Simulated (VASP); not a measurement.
# Ni (Fm-3m) in VASP: a series of runs, part 2 of 2

VASP 6.6.1. Earlier steps stand in the parts before.

### Step 3. Relaxation of cell and atoms, r2SCAN, collinear spin, ferromagnetic start

This run uses another cell than the first one, of 10.94 Å³/atom, 1.092 times its volume.

Contents of INCAR:

```
PREC = Accurate
ENCUT = 600
EDIFF = 1E-6
ISMEAR = 1
SIGMA = 0.1
LREAL = False
LASPH = True
NELM = 150
ALGO = Normal
ISIF = 3
LWAVE = False
LCHARG = False
ISPIN = 2
MAGMOM = 0.7
LORBIT = 11
LMAXMIX = 4
METAGGA = R2SCAN
LMIXTAU = True
IBRION = 2
NSW = 90
EDIFFG = -0.01
AMIX = 0.2
BMIX = 1E-4
AMIX_MAG = 0.8
BMIX_MAG = 1E-4
```

Contents of KPOINTS:

```
regular mesh
0
Gamma
  22 22 22
```

Contents of POSCAR:

```
Ni
1.0
    0.0000000000      1.7619350000      1.7619350000
    1.7619350000      0.0000000000      1.7619350000
    1.7619350000      1.7619350000      0.0000000000
Ni
1
Direct
    0.0000000000      0.0000000000      0.0000000000
```

Potentials or basis: VASP PAW PBE potentials, release 64 (Ni).

Run with:

```bash
$ cat potpaw_PBE.64/Ni/POTCAR > POTCAR
$ mpirun -np 1 vasp_std > vasp.out
```

OUTCAR:

```text
PREC = Accurate
   ENCUT = 600
   EDIFF = 1E-6
   ISMEAR = 1
   LREAL = False
   LASPH = True
   NELM = 150
   ISIF = 3
   ISPIN = 2
   LORBIT = 11
   METAGGA = R2SCAN
   IBRION = 2
   NSW = 90
   EDIFFG = -0.01
   AMIX = 0.2
   AMIX_MAG = 0.8

 ion  position               nearest neighbor table
   1  0.000  0.000  0.000-

  LATTYP: Found a face centered cubic cell.
 ALAT       =     3.5238700000

  Lattice vectors:

 A1 = (   0.0000000000,   1.7619350000,   1.7619350000)
 A2 = (   1.7619350000,   0.0000000000,   1.7619350000)
 A3 = (   1.7619350000,   1.7619350000,   0.0000000000)

Analysis of symmetry for initial positions (statically):
=====================================================================
 Subroutine PRICEL returns:
 Original cell was already a primitive cell.

 Routine SETGRP: Setting up the symmetry group for a
 face centered cubic supercell.

 Subroutine GETGRP returns: Found 48 space group operations
 (whereof 48 operations were pure point group operations)
 out of a pool of 48 trial point group operations.

The static configuration has the point symmetry O_h .

Analysis of symmetry for dynamics (positions and initial velocities):
=====================================================================
 Subroutine PRICEL returns:
 Original cell was already a primitive cell.

[... 202 lines left out ...]
--------------------------------------- Ionic step        2  -------------------------------------------

 number of electron       9.9999992 magnetization       0.6975257

 E-fermi :  10.3493     XC(G=0): -14.8680

 val. band max:       10.3455494291   @ k =  -0.4545   0.2727   0.1364
 cond. band min:      10.3493803951   @ k =   0.3636   0.1364   0.0455
 fundamental gap:      0.0038309659
 Fermi energy:        10.3492680567

 spin component 1

 k-point     1 :       0.0000    0.0000    0.0000
  band No.  band energies     occupation
      1       0.4172      1.00000
      2       7.2367      1.00000
      3       7.2367      1.00000
      4       7.2367      1.00000
      5       8.6364      1.00000
      6       8.6364      1.00000
      7      35.4874      0.00000
      8      40.2094      0.00000
      9      40.2095      0.00000
[... 602 lines left out ...]
--------------------------------------- Ionic step        3  -------------------------------------------

 number of electron      10.0000000 magnetization       0.7277545

 Free energy of the ion-electron system (eV)
  ---------------------------------------------------
  ext. energy  EPLUGINS =         0.00000000
  ---------------------------------------------------
  free energy    TOTEN  =       -11.94354501 eV

  energy without entropy =      -11.94365715  energy(sigma->0) =      -11.94358239

 E-fermi :   9.8111     XC(G=0): -14.6146

 val. band max:        9.8101469873   @ k =   0.4545   0.0909   0.0455
 cond. band min:       9.8111991130   @ k =  -0.2273   0.2273   0.0000
 fundamental gap:      0.0010521257
 Fermi energy:         9.8111352609

 spin component 1

 k-point     1 :       0.0000    0.0000    0.0000
  band No.  band energies     occupation
      1       0.1429      1.00000
      2       6.7608      1.00000
      3       6.7608      1.00000
      4       6.7608      1.00000
      5       8.1043      1.00000
      6       8.1043      1.00000
      7      34.6211      0.00000
      8      39.0391      0.00000
      9      39.0393      0.00000
[... 596 lines left out ...]
  FREE ENERGIE OF THE ION-ELECTRON SYSTEM (eV)
  ---------------------------------------------------
  free  energy   TOTEN  =       -11.9435450145 eV

  energy  without entropy=      -11.9436571454  energy(sigma->0) =      -11.94358239

 reached required accuracy - stopping structural energy minimisation

 total charge

# of ion       s       p       d       tot
------------------------------------------
    1        0.528   0.550   8.328   9.406

 magnetization (x)

# of ion       s       p       d       tot
------------------------------------------
    1       -0.010  -0.042   0.797   0.746
```

It took 6.2 min on 1 thread of Intel Xeon 6975P-C (Granite Rapids), shared host; peak memory 0.21 GiB.

What came out:

| Property | Result |
| --- | --- |
| Free energy | -11.9435 eV |
| Relaxed volume | 10.53 Å³/atom |
| Relaxed cell | a = 2.460 Å, b = 2.460 Å, c = 2.460 Å, α = 60.00°, β = 60.00°, γ = 60.00° |
| Space group after relaxing (to 0.05 Å) | Fm-3m (No. 225) |
| Energy gained by relaxing | 10.1 meV/atom |
| Ionic steps | 3 |
| Pressure after relaxing | -0.1 GPa |
| Band gap on the k mesh | none (metal or under the smearing width) |
| Net moment | 0.73 μB per cell |
| Site moments | Ni +0.75 μB |
| Valence electrons inside the program's atomic spheres | Ni 9.41 |

The path:
| step | energy change (eV) | largest force (eV/Å) | pressure (GPa) | volume (Å³) |
| --- | --- | --- | --- | --- |
| 1 | 0.0000 | 0.0000 | -7.52 | 10.94 |
| 2 | -0.0006 | 0.0000 | 8.38 | 10.15 |
| 3 | -0.0101 | 0.0000 | -0.10 | 10.53 |

Final structure:
```
Ni
1.0
     0.00000    1.73945    1.73945
     1.73945    0.00000    1.73945
     1.73945    1.73945    0.00000
Ni
1
Direct
  0.00000 0.00000 0.00000
```

Caveat: the PAW data sets were made with another functional, which shifts forces and pressure a little.

### Step 4. Relaxation of cell and atoms, r2SCAN, collinear spin, ferromagnetic start

This run uses another cell than the first one, of 10.53 Å³/atom, 1.051 times its volume.

Changes to INCAR since step 3:

```diff
@@ -2,3 +2,3 @@
 ENCUT = 600
-EDIFF = 1E-6
+EDIFF = 1E-7
 ISMEAR = 1
@@ -20,3 +20,3 @@
 NSW = 90
-EDIFFG = -0.01
+EDIFFG = -0.005
 AMIX = 0.2
```

KPOINTS is that of step 3.

Contents of POSCAR:

```
Ni                                      
1.0
    0.0000000000      1.7394479126      1.7394479126
    1.7394479126      0.0000000000      1.7394479126
    1.7394479126      1.7394479126     -0.0000000000
  Ni            
     1
Direct
     0.0000000000000000    0.0000000000000000    0.0000000000000000
```

Run with:

```bash
$ cat potpaw_PBE.64/Ni/POTCAR > POTCAR
$ mpirun -np 1 vasp_std > vasp.out
```

It took 5.2 min on 1 thread of Intel Xeon 6975P-C (Granite Rapids), shared host; peak memory 0.19 GiB.

The run converged. Its results:

| Quantity | Value |
| --- | --- |
| Free energy | -11.9430 eV |
| Relaxed volume | 10.52 Å³/atom |
| Relaxed cell | a = 2.460 Å, b = 2.460 Å, c = 2.460 Å, α = 60.00°, β = 60.00°, γ = 60.00° |
| Space group after relaxing (to 0.05 Å) | Fm-3m (No. 225) |
| Energy gained by relaxing | 0.0 meV/atom |
| Ionic steps | 3 |
| Pressure after relaxing | 0.0 GPa |
| Band gap on the k mesh | none (metal or under the smearing width) |
| Net moment | 0.73 μB per cell |
| Site moments | Ni +0.74 μB |
| Valence electrons inside the program's atomic spheres | Ni 9.41 |

Final structure:
```cif
data_structure
_symmetry_space_group_name_H-M 'P 1'
_symmetry_Int_Tables_number 1
_cell_length_a 2.4595
_cell_length_b 2.4595
_cell_length_c 2.4595
_cell_angle_alpha 60.000
_cell_angle_beta 60.000
_cell_angle_gamma 60.000
_cell_volume 10.52
loop_
_atom_site_label
_atom_site_type_symbol
_atom_site_fract_x
_atom_site_fract_y
_atom_site_fract_z
_atom_site_occupancy
Ni1 Ni 0.00000 0.00000 0.00000 1
```

Levels at points of the mesh, in eV from the Fermi level:
Spin up:
| k point | band 1 | band 2 | band 3 | band 4 | band 5 | band 6 | band 7 | band 8 | band 9 |
| --- | --- | --- | --- | --- | --- | --- | --- | --- | --- |
| (0.00, 0.00, 0.00) | -9.67 | -3.05 | -3.05 | -3.05 | -1.71 | -1.71 | 24.81 | 29.24 | 29.24 |
| (0.50, 0.00, 0.00) | -5.49 | -2.98 | -2.98 | -1.08 | -1.08 | -0.49 | 5.87 | 23.24 | 26.23 |
| (0.50, 0.50, 0.00) | -5.29 | -4.91 | -0.99 | -0.99 | -0.96 | 2.49 | 9.63 | 15.72 | 15.72 |
Spin down:
```
           k point  band 2  band 3  band 4  band 5  band 6  band 7
(0.00, 0.00, 0.00)   -1.72   -1.72   -1.72   -0.95   -0.95   24.56
(0.50, 0.00, 0.00)   -2.06   -2.06   -0.70    0.16    0.16    6.57
(0.50, 0.50, 0.00)   -3.88   -0.17    0.54    0.54    2.24    9.98
```

Caveat: the PAW data sets were made with another functional, which shifts forces and pressure a little.
